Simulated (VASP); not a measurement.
Crystal: PbF2 (Fluorocronite).

```xyz
3
Lattice="0.0000 2.9637 2.9637 2.9637 0.0000 2.9637 2.9637 2.9637 0.0000" Properties=species:S:1:pos:R:3 pbc="T T T"
Pb    0.0000    0.0000    0.0000
F     4.4455    4.4455    4.4455
F     1.4818    1.4818    1.4818
```

Base run:

```yaml
Program: VASP 6.6.1
Functional: PBE
Potentials_or_basis: VASP PAW PBE potentials, release 64 (Pb_d, F)
Cutoff: 520 eV
k_mesh: 6 × 6 × 6
Occupations: gaussian, width 0.02 eV
Spin: spin-orbit coupling, no magnetisation
```

Its results: pressure 2.4 GPa.

Q: The run is repeated on the same cell with these changes: functional from PBE to LDA; potentials or basis from VASP PAW PBE potentials, release 64 (Pb_d, F) to VASP PAW LDA potentials, release 64 (Pb_d, F). What comes out?

A: Pressure -4.6 GPa.

Not every run made on this cell is shown here.
